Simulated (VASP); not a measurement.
Input of a VASP 6.6.1 run:

File INCAR:

```
PREC = Normal ; ENCUT = 450
EDIFF = 1E-6 ; ISMEAR = 0
SIGMA = 0.05 ; LREAL = Auto
LASPH = True ; NELM = 80
ALGO = Normal ; ISIF = 2
LWAVE = False ; LCHARG = False
LDIPOL = True ; IDIPOL = 3
DIPOL = 0.5 0.5 0.471 ; GGA = RP
IBRION = 2 ; NSW = 90
EDIFFG = -0.03
```

The input KPOINTS:

```
Automatic mesh
0
Gamma
  4 8 1
```

Contents of POSCAR:

```
Si7H2
1.0
    7.7745542100      0.0000000000      0.0000000000
    0.0000000000      3.8872771000      0.0000000000
    0.0000000000      0.0000000000     26.2064860000
H Si
4 14
Selective dynamics
Direct
    0.5000000000      0.6870341500      0.3243471900  F F F
    0.5000000000      0.3129658500      0.3243471900  F F F
    0.0000000000      0.3129658500      0.3243471900  F F F
    0.0000000000      0.6870341500      0.3243471900  F F F
    0.5000000000      0.0000000000      0.3571759300  F F F
    0.0000000000      0.0000000000      0.3571759300  F F F
    0.7500000000      0.0000000000      0.4096194400  F F F
    0.2500000000      0.0000000000      0.4096194400  F F F
    0.7500000000      0.5000000000      0.4620629400  F F F
    0.2500000000      0.5000000000      0.4620629400  F F F
    0.0000000000      0.5000000000      0.5145064500  T T T
    0.5000000000      0.5000000000      0.5145064500  T T T
    0.0000000000      0.0000000000      0.5669499500  T T T
    0.5000000000      0.0000000000      0.5669499500  T T T
    0.2500000000      0.0000000000      0.6193934600  T T T
    0.7500000000      0.0000000000      0.6193934600  T T T
    0.3450000000      0.5000000000      0.6756528100  T T T
    0.6550000000      0.5000000000      0.6527577200  T T T
```

Potentials or basis: VASP PAW PBE potentials, release 64 (H, Si).

Launch:

```bash
$ cat potpaw_PBE.64/H/POTCAR potpaw_PBE.64/Si/POTCAR > POTCAR
$ mpirun -np 8 vasp_std > vasp.out
```

Q: Predict the energy gained by relaxing.

A: 32.4 meV/atom.

Q: Predict the band gap on the k mesh.

A: 0.34 eV, indirect (least direct gap 0.83 eV).

Final structure:
```cif
data_structure
_symmetry_space_group_name_H-M 'P 1'
_symmetry_Int_Tables_number 1
_cell_length_a 7.7746
_cell_length_b 3.8873
_cell_length_c 26.2065
_cell_angle_alpha 90.000
_cell_angle_beta 90.000
_cell_angle_gamma 90.000
_cell_volume 792.01
loop_
_atom_site_label
_atom_site_type_symbol
_atom_site_fract_x
_atom_site_fract_y
_atom_site_fract_z
_atom_site_occupancy
H1 H 0.50000 0.68703 0.32435 1
H2 H 0.50000 0.31297 0.32435 1
H3 H 0.00000 0.31297 0.32435 1
H4 H 0.00000 0.68703 0.32435 1
Si1 Si 0.50000 0.00000 0.35718 1
Si2 Si 0.00000 0.00000 0.35718 1
Si3 Si 0.75000 0.00000 0.40962 1
Si4 Si 0.25000 0.00000 0.40962 1
Si5 Si 0.75000 0.50000 0.46206 1
Si6 Si 0.25000 0.50000 0.46206 1
Si7 Si 0.99963 0.50000 0.51714 1
Si8 Si 0.50051 0.50000 0.51193 1
Si9 Si 0.00516 0.00000 0.57161 1
Si10 Si 0.49241 0.00000 0.56261 1
Si11 Si 0.26552 0.00000 0.62266 1
Si12 Si 0.73939 0.00000 0.61957 1
Si13 Si 0.31513 0.50000 0.67568 1
Si14 Si 0.59781 0.50000 0.64768 1
```

 Expect the measured gap to be larger: semilocal functionals such as RPBE lack the derivative discontinuity.
